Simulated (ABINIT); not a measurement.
Si:

```
Si
1.0
     1.83770   -4.63471    0.00000
     1.83770    4.63471    0.00000
     0.00000    0.00000    3.61520
Si
3
Cartesian
  1.8377 -1.5889 1.8076
  1.8377 1.5889 1.8076
  1.8377 0.0000 0.0000
```

The cell was built by a generator and needn't be a form met in nature.

| Quantity | Value |
| --- | --- |
| Program | ABINIT 10.8.3 (patched build) |
| Task | single point |
| Functional | PBE |
| Potentials or basis | JTH PAW PBE v2.0 |
| Cutoff | 408 eV |
| k mesh | 8 × 8 × 7 |
| Occupations | fermi-dirac, width 0.05 eV |
| Spin | no spin polarisation |

On this cell: pressure -0.1 GPa; largest force 0.018 eV/Å; band gap on the k mesh none (metal or under the smearing width).

The same run follows on a disturbed copy (atoms moved at random, drawn with an rms of 0.05 Å):

```
Si
1.0
     1.83770   -4.63471    0.00000
     1.83770    4.63471    0.00000
     0.00000    0.00000    3.61520
Si
3
Cartesian
  1.8536 -1.6148 1.7914
  1.8452 1.6328 1.7817
  1.8620 -0.0131 0.0428
```

Question: What changes?

Answer: The energy (extrapolated to zero smearing) moves by +14.8 meV/atom; pressure 0.4 GPa; largest force 0.747 eV/Å; band gap on the k mesh none (metal or under the smearing width).

Forces on the atoms (eV/Å):
```
Si  -0.105  0.537  0.303
Si   0.113 -0.672  0.306
Si  -0.008  0.136 -0.609
```

Stress tensor (GPa, compression positive):
```
 1.81 -0.35 -0.02
-0.35 -0.03 -0.05
-0.02 -0.05 -0.50
```
